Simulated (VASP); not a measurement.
The system is ZnSe (Stilleite).

```
CELL_PARAMETERS angstrom
0.00000 2.83380 2.83380
2.83380 0.00000 2.83380
2.83380 2.83380 0.00000
ATOMIC_POSITIONS crystal
Se 0.75000 0.75000 0.75000
Zn 0.00000 0.00000 0.00000
```

* Program: VASP 6.6.1
* Task: relaxation of cell and atoms
* Functional: PBE
* Dispersion: rVV10
* Potentials or basis: VASP PAW PBE potentials, release 64 (Se, Zn)
* Cutoff: 600 eV
* k mesh: 8 × 8 × 8
* Occupations: fermi-dirac, width 0.05 eV
* Spin: no spin polarisation

At the start: pressure 1.3 GPa; volume 22.76 Å³/atom.

**Question.** How do energy, volume and symmetry change on relaxing?

**Answer.** Over 3 steps the energy falls by 2.0 meV/atom and the volume is 23.25 Å³/atom (+2.2 %); space group F-43m (No. 216, to 0.05 Å).

Step by step:
```
step  energy change (eV)  largest force (eV/Å)  pressure (GPa)  volume (Å³)
   1              0.0000                0.0000            1.33        45.51
   2             -0.0038                0.0000           -0.35        46.77
   3             -0.0040                0.0000           -0.04        46.50
```

Final structure:
```
CELL_PARAMETERS angstrom
0.00000 2.85413 2.85413
2.85413 0.00000 2.85413
2.85413 2.85413 0.00000
ATOMIC_POSITIONS crystal
Se 0.75000 0.75000 0.75000
Zn 0.00000 0.00000 0.00000
```
